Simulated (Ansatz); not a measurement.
# MgS: energy and pressure over a range of volumes

One table from this session's results is given with a row withheld; the runs are named, their logs left out.

Computed with Ansatz 0.2.0 (DFT PBE, scalar-relativistic, unless a step's input says otherwise).

## Starting point

The structure is cubic, space group F-43m (No. 216). Conventional cell: a = 5.697 Å, b = 5.697 Å, c = 5.697 Å, α = 90.00°, β = 90.00°, γ = 90.00°. Mg (site symmetry -43m) has 4 S at 2.47 Å as nearest neighbours. S (site symmetry -43m) is surrounded by 4 Mg at 2.47 Å.

Structure file:

```
CELL_PARAMETERS angstrom
0.00000 2.84837 2.84837
2.84837 0.00000 2.84837
2.84837 2.84837 0.00000
ATOMIC_POSITIONS crystal
Mg 0.00000 0.00000 0.00000
S 0.25000 0.25000 0.25000
```

The structure (zincblende type) was typed from a prototype and relaxed by PAW; whether it is the ground state wasn't tested.

Atoms are numbered in the order of the input: Mg1, S2.

The first run:

The input, input.yaml:

```yaml
crystal:
  lattice:
    - [0.0, 2.8000877089, 2.8000877089]
    - [2.8000877089, 0.0, 2.8000877089]
    - [2.8000877089, 2.8000877089, 0.0]
  atoms:
    - { symbol: Mg, position: [0.0, 0.0, 0.0] }
    - { symbol: S, position: [0.25, 0.25, 0.25] }
kpoints:
  mp_grid: { grid: [13, 13, 13] }
scf:
  occupations: { method: fermi_dirac, width: 0.05 }
hamiltonian:
  xc: pbe
  pseudopotentials: { kind: all_electron, lapw: { basis_error: 0.0005 } }
output:
  forces: true
  stress: true
  eigenvalues: true
```

Started as:

```bash
$ ansatz run input.yaml --threads 1 --pin off --max-ram 2048MiB --backend cpu --events-out ev --progress --plain --runs-dir out
```

Steps of the session up to this table: Volume × 0.95, LAPW; Volume × 0.95, PAW; Volume × 0.95, crystal datasets; Volume × 0.975, LAPW; Volume × 0.975, PAW; Volume × 1.025, LAPW; Volume × 1.025, PAW; Volume × 1.05, LAPW; Volume × 1.05, PAW; Volume × 1.05, crystal datasets.

One table of the session follows, with a row left open; its other results are not shown here.

It belongs to the step «Fits». 

| method | volume (Å³/atom) | gap on the k mesh (eV) |
| --- | --- | --- |
| LAPW | 21.954 | 3.63 |
| LAPW | 22.532 | 3.49 |
| LAPW | 23.110 | 3.37 |
| LAPW | 23.687 | 3.25 |
| LAPW | 24.265 | 3.13 |
| PAW | 21.954 | 3.63 |
| PAW | 22.532 | 3.50 |
| PAW | 23.110 | 3.38 |
| PAW | 23.687 | ? |
| PAW | 24.265 | 3.14 |
| crystal datasets | 21.954 | 3.63 |
| crystal datasets | 23.110 | 3.37 |
| crystal datasets | 24.265 | 3.14 |

Estimate the missing values for PAW, 23.687.

As computed: gap on the k mesh (eV): 3.26. In the column «gap on the k mesh (eV)» it lies between LAPW, 23.687 (3.25) and LAPW, 23.110 (3.37).

Limits of these values: Warnings in the runs' records: crystal datasets made.
